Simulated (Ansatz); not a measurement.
The system is CuO (Tenorite).

```
Cu O
1.0
     2.34185   -1.71130    0.00000
     2.34185    1.71130    0.00000
    -0.85003    0.00000    5.05787
Cu O
2 2
Direct
  0.50000 0.00000 0.50000
  0.00000 0.50000 0.00000
  0.41840 0.58160 0.75000
  0.58160 0.41840 0.25000
```

- Program: Ansatz 0.2.0
- Task: single point
- Functional: PBEsol
- Potentials or basis: all-electron LAPW, scalar-relativistic
- Cutoff: 439 eV (chosen from the basis error)
- Basis error allowed: 0.001 eV/atom
- k mesh: 10 × 10 × 5
- Occupations: fermi-dirac, width 0.05 eV
- Spin: no spin polarisation

On this cell: pressure -2.7 GPa; largest force 0.358 eV/Å; band gap on the k mesh none (metal or under the smearing width).

The same run follows on a disturbed copy (atoms moved at random, drawn with an rms of 0.05 Å):

```
Cu O
1.0
     2.34185   -1.71130    0.00000
     2.34185    1.71130    0.00000
    -0.85003    0.00000    5.05787
Cu O
2 2
Direct
  0.50631 0.99109 0.50005
  0.99695 0.51187 0.00777
  0.41258 0.58217 0.75430
  0.57936 0.40935 0.25162
```

What changes?

The energy (extrapolated to zero smearing) moves by +5.4 meV/atom; pressure -3.0 GPa; largest force 0.491 eV/Å; band gap on the k mesh none (metal or under the smearing width).

Forces in eV/Å, atoms in the order of the input:
```
Cu  -0.046  0.139  0.375
Cu  -0.188  0.005 -0.329
O    0.096 -0.471 -0.098
O    0.138  0.327  0.051
```

Stress tensor (GPa, compression positive):
```
-3.29 -0.17 -0.84
-0.17 -0.59 -0.44
-0.84 -0.44 -5.04
```

Caveats: the run has no spin polarisation, though such a crystal can be magnetic; semilocal functionals often make such compounds metallic where correlation or magnetic order opens a gap, which also shifts bond lengths.
